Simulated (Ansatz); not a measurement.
# SiC (P6_3mc): the PBE gap against the wavefunction cutoff

Wanted: the cheapest wavefunction cutoff that holds the PBE gap of SiC (P6_3mc).

Method: DFT, PBE, plane waves, PAW; PAW set soft_1, in Ansatz 0.2.0.

### 1. The structure

Symmetry: P6_3mc, No. 186, hexagonal system. The conventional cell has a = 3.074 Å, b = 3.074 Å, c = 5.045 Å, α = 90.00°, β = 90.00°, γ = 120.00°. Nearest to Si lie 4 C at 1.88 to 1.90 Å. Nearest to C lie 4 Si at 1.88 to 1.90 Å. Farther neighbours are not listed.

Coordinates:

```cif
data_structure
_symmetry_space_group_name_H-M 'P6_3mc'
_symmetry_Int_Tables_number 186
_cell_length_a 3.0735
_cell_length_b 3.0735
_cell_length_c 5.0452
_cell_angle_alpha 90.000
_cell_angle_beta 90.000
_cell_angle_gamma 120.000
_cell_volume 41.27
loop_
_atom_site_label
_atom_site_type_symbol
_atom_site_symmetry_multiplicity
_atom_site_Wyckoff_symbol
_atom_site_fract_x
_atom_site_fract_y
_atom_site_fract_z
_atom_site_occupancy
Si1 Si 2 b 0.33333 0.66667 0.49960 1
C1 C 2 b 0.33333 0.66667 0.87540 1
```

The cell and positions are those that the Materials Project relaxed with its own functionals (PBE, PBE+U or r2SCAN), kept fixed.

### 2. Wavefunction cutoff: 190 eV

input.yaml reads:

```yaml
crystal:
  lattice:
    - [3.0735139282, 0.0, 0.0]
    - [-1.5367569641, 2.6617411407, 0.0]
    - [0.0, 0.0, 5.04524771]
  atoms:
    - { symbol: Si, position: [0.33333333, 0.66666667, 0.4996024] }
    - { symbol: Si, position: [0.66666667, 0.33333333, 0.9996024] }
    - { symbol: C, position: [0.33333333, 0.66666667, 0.8753976] }
    - { symbol: C, position: [0.66666667, 0.33333333, 0.3753976] }
kpoints:
  mp_grid: { grid: [12, 12, 6] }
  band_path:
    path:
      - [0.0, 0.0, 0.0]
      - [0.5, 0.0, 0.0]
      - [0.33333333, 0.33333333, 0.0]
      - [0.0, 0.0, 0.5]
      - [0.5, 0.0, 0.5]
      - [0.33333333, 0.33333333, 0.5]
    npoints: 1
hamiltonian:
  xc: pbe
  pseudopotentials: { kind: paw, azcp: { folder: soft_1 } }
scf:
  occupations: { method: fermi_dirac, width: 0.02 }
  n_extra_bands: 5
  max_iter: 80
output:
  eigenvalues: true
  write_density: true
  write_potential: true
  elf: true
  volumetric_format: npy
basis:
  ecutwfc: 190.0
```

On the command line:

```console
$ ansatz run input.yaml --threads 3 --pin off --max-ram 92160MiB --backend cuda --events-out ev --progress --plain --runs-dir out --devices 1 --max-vram 13GiB
```

Numbers of over 12 decimals in the logs are rounded to 6 here.

Log:

```text
Warning: basis.ecutwfc = 190 eV is below the records' recommended 420 eV, and the density's cutoff is lower with it unless basis.ecutrho_ratio is high enough to keep the records' density cutoff: compare with a run at a higher cutoff
Warning: basis.ecutrho_ratio 4 (ecutrho = 760 eV, dense FFT grid 15×15×24): the grid does not resolve the core-correction charge of C (measure 0.14 e/Å^2.5), Si (0.09); warned from 0.08. The energy and each atom's force then go with where the atoms sit on the grid: [figures from the program's tests cut] If this deck is also warned that a cutoff or its ratio is below what is recommended, mend that before anything belo [...]
scf.n_extra_bands = 5 over 8 filled bands (N_el = 16.0): the run solves 13 bands
GPUs: using 1 of 1 available (devices: 1).
Engine: ansatz 0.2.0, x86_64-unknown-linux-gnu
Pseudopotentials: kind: paw
Pseudopotential: Si, paw, valence charge 4, recommended cutoff 420 eV (normal), soft_1/Si.paw.azcp
Pseudopotential: C, paw, valence charge 4, recommended cutoff 420 eV (normal), soft_1/C.paw.azcp
Functional definition: PBE
  parameter kappa = 0.804
  parameter beta = 0.066725
  exchange = pbe_x(kappa = kappa, mu = beta*pi^2/3)
  correlation = pbe_c(beta = beta)
device memory: the entry about to start is reckoned to put 1.3 GiB on a device that reports 46.6 GiB free (of which the cap on the GPU budget leaves the run 13.0 GiB)
GPU FFT provider: cuFFT
GPU libraries: cuBLAS 13.8.2, cuFFT 12.4.0, cuSOLVER 12.3.4
Crystal: 4 atoms, lattice volume = 41.275 Å³
Basis set: ecut = 190 eV, 245 PW (Γ)
Bands: 13, of which v1, the nominal top of the filled ones, is band 8 counted from 1 (7 counted from 0)
Symmetry: 12 space group operations
Space group: P63mc (ITA 186), of the structure as read, at distance tolerance 3.5e-5 Å
k-points: 76 of 864 (time reversal used)
Non-local potential: Si, projectors of the file, l = 0: 2, l = 1: 2, l = 2: 1
Non-local potential: C, projectors of the file, l = 0: 2, l = 1: 2, l = 2: 1
PAW form: soft (Blöchl's): semilocal exchange-correlation on the pseudo side does not see the compensation charge
PAW one-centre angular grid: Si, 110 points (default); XC on 64 Gauss nodes
PAW one-centre angular grid: C, 110 points (default); XC on 64 Gauss nodes
Initial density: superposition of atomic densities (chi_scale 0.1, normalization cell, long waves kept (reshape's long-wave potential 0.00 eV rms))
Initial wavefunctions: pseudopotential atomic-orbital guess
GPU buffer pool allocated for 5400 grid points (all kernels)
GPU transforms: local potential and band sums: pruned to the plane-wave sphere, on 15×15×24
Functional: x = pbe(κ = 0.804, μ = 0.219515), c = pbe(β = 0.066725)
SCF iter   1: F=—  HF=-1772.682163 eV  |F-HF|=—  |Δ(HF+E_count)|=         —  Δρ=1.20e-1  dr2=6.69e0  ethr=3.10e-3  ⟨swp⟩=6.1  Hψ=6449  notcnv=0
preconditioner: auto → none  [insulator: Δε(μ)=3.680 eV  Ē_g=13.239 eV  σ=0.020 eV  W_gap=1.00  n_scr=2 (ndim 8)  ℏωp=23.1 eV  f_vac=0.000  D(μ)=0.00/eV (n_scr^D=0)  ε∞_Penn≈4.0]
SCF iter   2: F=—  HF=-1770.827209 eV  |F-HF|=—  |Δ(HF+E_count)|=    1.85e0  Δρ=4.33e-2  dr2=7.01e-1  ethr=3.10e-3  ⟨swp⟩=2.3  Hψ=2499  notcnv=0  defer=76
SCF iter   3: F=—  HF=-1770.647213 eV  |F-HF|=—  |Δ(HF+E_count)|=   1.80e-1  Δρ=6.68e-3  dr2=9.56e-3  ethr=3.10e-3  ⟨swp⟩=2.6  Hψ=2101  notcnv=0  defer=76
SCF iter   4: F=—  HF=-1770.646919 eV  |F-HF|=—  |Δ(HF+E_count)|=   2.94e-4  Δρ=3.33e-4  dr2=2.18e-5  ethr=5.97e-5  ⟨swp⟩=2.3  Hψ=1482  notcnv=0  defer=76
SCF iter   5: F=—  HF=-1770.646931 eV  |F-HF|=—  |Δ(HF+E_count)|=   1.23e-5  Δρ=5.08e-5  dr2=5.01e-7  ethr=1.36e-7  ⟨swp⟩=2.1  Hψ=1530  notcnv=0  defer=76
SCF iter   6: F=-1770.646931 eV  HF=-1770.646931 eV  |F-HF|=4.31e-9  |Δ(HF+E_count)|=   2.53e-7  Δρ=8.18e-6  dr2=1.68e-8  ethr=6.25e-10  ⟨swp⟩=8.1  Hψ=4538  notcnv=0
SCF 1 converged in 6 iterations: F = -1770.646931 eV  dr2 = 1.68e-8
[...]
device memory: the entry about to start is reckoned to put 0.6 GiB on a device that reports 46.6 GiB free (of which the cap on the GPU budget leaves the run 13.0 GiB)
NSCF: frozen V_eff on 6 k-points
SCF converged after 6 iterations
Free energy (F): -1770.646931 eV
Harris-Foulkes:  -1770.646931 eV  (|F-HF|=4.31e-9)
Internal energy: -1770.646931 eV  (E = F + TS)
E sigma→0 (E₀):  -1770.646931 eV
Fermi energy:    10.986664 eV
--- Per-component energies (eV) ---
  E_band       = 58.525425
  E_kinetic    = 268.726009
  E_local      = -182.789559  (includes V_loc(G=0)·N_el)
  E_nonlocal   = 84.706523
  E_hartree    = 61.835779
  E_xc         = -213.569418
  E_vxc        = -220.224959  (∫ρ·V_xc dr)
  E_paw        = -1220.313304  (= ΣΔE_a)
  E_vpaw       = -15.566343  (= ΣTr[D̂ρ^β])
  E_aug_tail   = 0.002693  (compensation charges beyond the density's cutoff)
  E_ewald      = -569.245654
  E_smearing   = -0.000000  (= −TS)
  E_closure    = 0.000000  (closes the sum)
  Σ components = -1770.646931   (vs F -1770.646931, Δ=0.00e0)
--- Band table (eV; the first three rows and the last of 76) ---
  k-point 0: bands = [... 4 lower, 8.5301, 9.6864, 9.9875, 9.9875, 14.4102, 15.6633, 16.4434, 16.4434, ... 1 higher]
  k-point 1: bands = [... 4 lower, 8.6100, 8.9031, 9.8839, 9.8839, 14.5400, 16.2586, 16.4840, 16.4840, ... 1 higher]
  k-point 2: bands = [... 4 lower, 8.8743, 8.8743, 9.6261, 9.6261, 14.9236, 16.2678, 16.6836, 16.6836, ... 1 higher]
  k-point 75: bands = [... 4 lower, 4.1552, 4.1552, 8.0263, 8.0263, 14.7463, 14.7463, 15.8703, 15.8703, ... 1 higher]
```

Wall time 8.8 s (1 × NVIDIA H100 80GB HBM3 (shared by 6 runs) with 3 threads of AMD EPYC 7R13 (Zen 3), shared host); peak memory 0.86 GiB.

Reading the cycles: dr2 is the Hartree energy of the density residual (eV), the measure of convergence; HF is the Harris–Foulkes estimate of the energy, which meets the free energy F at convergence.

This step gave:

| Item | Value |
| --- | --- |
| gap | 1.998 eV |
| valence top at | Γ |
| conduction bottom at | K |
| least direct gap | 3.834 eV |

The gap is indirect, with the least direct gap 1.84 eV higher.

### 3. Wavefunction cutoff: 290 eV

input.yaml, as its differences from that of step 2:

```diff
@@ -25,3 +25,3 @@
 scf:
-  occupations: { method: fermi_dirac, width: 0.02 }
+  occupations: { method: fixed }
   n_extra_bands: 5
@@ -35,2 +35,2 @@
 basis:
-  ecutwfc: 190.0
+  ecutwfc: 290.0
```

Log:

```text
[...]
GPUs: using 1 of 1 available (devices: 1).
[...]
GPU FFT provider: cuFFT
GPU libraries: cuBLAS 13.8.2, cuFFT 12.4.0, cuSOLVER 12.3.4
Crystal: 4 atoms, lattice volume = 41.275 Å³
Basis set: ecut = 290 eV, 465 PW (Γ)
Bands: 13, of which v1, the nominal top of the filled ones, is band 8 counted from 1 (7 counted from 0)
[... 1 set-up line as in the run before ...]
[...]
--- Band table (eV; the first three rows and the last of 76) ---
  k-point 0: bands = [... 4 lower, 8.3574, 9.5786, 9.6706, 9.6706, 14.4769, 15.8562, 16.3527, 16.3527, ... 1 higher]
  k-point 1: bands = [... 4 lower, 8.4314, 8.8255, 9.5644, 9.5644, 14.6024, 16.3961, 16.3971, 16.3971, ... 1 higher]
  k-point 2: bands = [... 4 lower, 8.6477, 8.6477, 9.2955, 9.2955, 14.9744, 16.3225, 16.5994, 16.5994, ... 1 higher]
  k-point 75: bands = [... 4 lower, 4.0174, 4.0174, 7.9331, 7.9331, 14.7441, 14.7441, 15.7004, 15.7004, ... 1 higher]
[key lines of the parts left out:]
SCF converged after 7 iterations
Free energy (F): -1774.035928 eV
Fermi energy:    9.670581 eV
```

Run time: 4.5 s. Hardware: 1 × NVIDIA H100 80GB HBM3 (shared by 6 runs) with 3 threads; peak memory 0.86 GiB.

Numbers from this step:

* gap: 2.276 eV
* valence top at: Γ
* conduction bottom at: K
* least direct gap: 3.982 eV

The gap is 2.276 eV, +0.278 eV from the run before at this level.

### 4. Wavefunction cutoff: 420 eV (the default)

input.yaml, the sections that differ from step 3:

```yaml
kpoints:
  mp_grid: { grid: [12, 12, 6] }
  band_path:
    path:
      - [[0.0, 0.0, 0.0], [0.5, 0.0, 0.0], [0.33333333, 0.33333333, 0.0], [0.0, 0.0, 0.0], [0.0, 0.0, 0.5], [0.5, 0.0, 0.5], [0.33333333, 0.33333333, 0.5], [0.0, 0.0, 0.5]]
      - [[0.5, 0.0, 0.5], [0.5, 0.0, 0.0]]
      - [[0.33333333, 0.33333333, 0.5], [0.33333333, 0.33333333, 0.0]]
    npoints: 10
scf:
  occupations: { method: fermi_dirac, width: 0.02 }
  n_extra_bands: 5
# crystal, hamiltonian, output: as in step 3
# basis: removed
```

Log:

```text
[...]
GPUs: using 1 of 1 available (devices: 1).
[...]
GPU FFT provider: cuFFT
GPU libraries: cuBLAS 13.8.2, cuFFT 12.4.0, cuSOLVER 12.3.4
Crystal: 4 atoms, lattice volume = 41.275 Å³
Basis set: ecut = 420 eV, 785 PW (Γ)
Bands: 13, of which v1, the nominal top of the filled ones, is band 8 counted from 1 (7 counted from 0)
[... 1 set-up line as in the run before ...]
[...]
--- Band table (eV; the first three rows and the last of 76) ---
  k-point 0: bands = [... 4 lower, 8.3443, 9.5493, 9.6621, 9.6621, 14.4798, 15.8674, 16.3429, 16.3429, ... 1 higher]
  k-point 1: bands = [... 4 lower, 8.4203, 8.8120, 9.5592, 9.5592, 14.6055, 16.3882, 16.3882, 16.4106, ... 1 higher]
  k-point 2: bands = [... 4 lower, 8.6355, 8.6355, 9.2904, 9.2904, 14.9765, 16.3205, 16.5907, 16.5907, ... 1 higher]
  k-point 75: bands = [... 4 lower, 4.0102, 4.0102, 7.9214, 7.9214, 14.7408, 14.7408, 15.6818, 15.6818, ... 1 higher]
[key lines of the parts left out:]
SCF converged after 7 iterations
Free energy (F): -1774.305783 eV
Fermi energy:    10.800202 eV
```

The job ended after 9.2 s (1 × NVIDIA H100 80GB HBM3 (shared by 6 runs) with 3 threads; peak memory 0.87 GiB).

This step gave:

```yaml
gap: 2.274 eV
valence_top_at: Γ
conduction_bottom_at: K
least_direct_gap: 3.984 eV
```

The gap is 2.274 eV, −0.003 eV from the run before at this level.

### 5. Wavefunction cutoff: 630 eV

input.yaml, the sections that differ from step 4:

```yaml
kpoints:
  mp_grid: { grid: [12, 12, 6] }
  band_path:
    path:
      - [0.0, 0.0, 0.0]
      - [0.5, 0.0, 0.0]
      - [0.33333333, 0.33333333, 0.0]
      - [0.0, 0.0, 0.5]
      - [0.5, 0.0, 0.5]
      - [0.33333333, 0.33333333, 0.5]
    npoints: 1
scf:
  occupations: { method: fixed }
  n_extra_bands: 5
  max_iter: 80
output:
  eigenvalues: true
basis:
  ecutwfc: 630.0
# crystal, hamiltonian: as in step 4
```

Log:

```text
[...]
GPUs: using 1 of 1 available (devices: 1).
[...]
GPU FFT provider: cuFFT
GPU libraries: cuBLAS 13.8.2, cuFFT 12.4.0, cuSOLVER 12.3.4
Crystal: 4 atoms, lattice volume = 41.275 Å³
Basis set: ecut = 630 eV, 1509 PW (Γ)
Bands: 13, of which v1, the nominal top of the filled ones, is band 8 counted from 1 (7 counted from 0)
[... 1 set-up line as in the run before ...]
[...]
--- Band table (eV; the first three rows and the last of 76) ---
  k-point 0: bands = [... 4 lower, 8.3440, 9.5487, 9.6616, 9.6616, 14.4796, 15.8674, 16.3426, 16.3426, ... 1 higher]
  k-point 1: bands = [... 4 lower, 8.4200, 8.8116, 9.5588, 9.5588, 14.6053, 16.3879, 16.3879, 16.4106, ... 1 higher]
  k-point 2: bands = [... 4 lower, 8.6352, 8.6352, 9.2901, 9.2901, 14.9763, 16.3202, 16.5903, 16.5903, ... 1 higher]
  k-point 75: bands = [... 4 lower, 4.0100, 4.0100, 7.9211, 7.9211, 14.7405, 14.7405, 15.6813, 15.6813, ... 1 higher]
[key lines of the parts left out:]
SCF converged after 7 iterations
Free energy (F): -1774.310433 eV
Fermi energy:    9.661552 eV
```

Elapsed: 9.7 s, on 1 × NVIDIA H100 80GB HBM3 (shared by 6 runs) with 3 threads; peak memory 0.86 GiB; 4 s of CPU time.

Numbers from this step:

```
gap                  : 2.274 eV
valence top at       : Γ
conduction bottom at : K
least direct gap     : 3.984 eV
```

The gap is 2.274 eV, as in the run before at this level.

### 6. The series

Differences are against the last row; a negative gap means that bands overlap, and a run with a band path holds that path's time. Times are wall times on 1 × NVIDIA H100 80GB HBM3 (shared by 6 runs) with 3 threads of AMD EPYC 7R13 (Zen 3), shared host, good to a factor of about two.

```tsv
wavefunction cutoff	gap (eV)	direct gap (eV)	gap error (eV)	energy error (meV/atom)	irreducible k	time
190 eV	1.998	3.834	−0.276	+915.9	76	8.8 s
290 eV	2.276	3.982	+0.002	+68.6	76	4.5 s
420 eV	2.274	3.984	−0.0003	+1.2	76	9.2 s
630 eV	2.274	3.984	+0.000	+0.0	76	9.7 s
```

### 7. Outcome

| Quantity | Value |
| --- | --- |
| 190 eV | 1.998 eV |
| 290 eV | 2.276 eV |
| 420 eV | 2.274 eV |
| 630 eV | 2.274 eV |

The gap holds to 0.02 eV from 290 eV on. At 190 eV the gap is off by −0.276 eV and the energy by +916 meV/atom.

[Paths, hosts, dates, memory and timing lines, banners, echoed tables and standing remarks are left out of the program output.]

[Logs are printed without paths, hosts, clocks, repeated set-up lines and the standing remarks that a program may print on its own settings, such as how far it seeks lower states.]

[Runs of the session that timed out or met a known fault of the program may be left out.]

[Cells called generated may have been cut or substituted from an entry of the Crystallography Open Database or the Materials Project.]

[Hosts, paths, dates, database ids (printed as entryN), source tags and the programs' standing remarks are cut or masked in the printed files.]
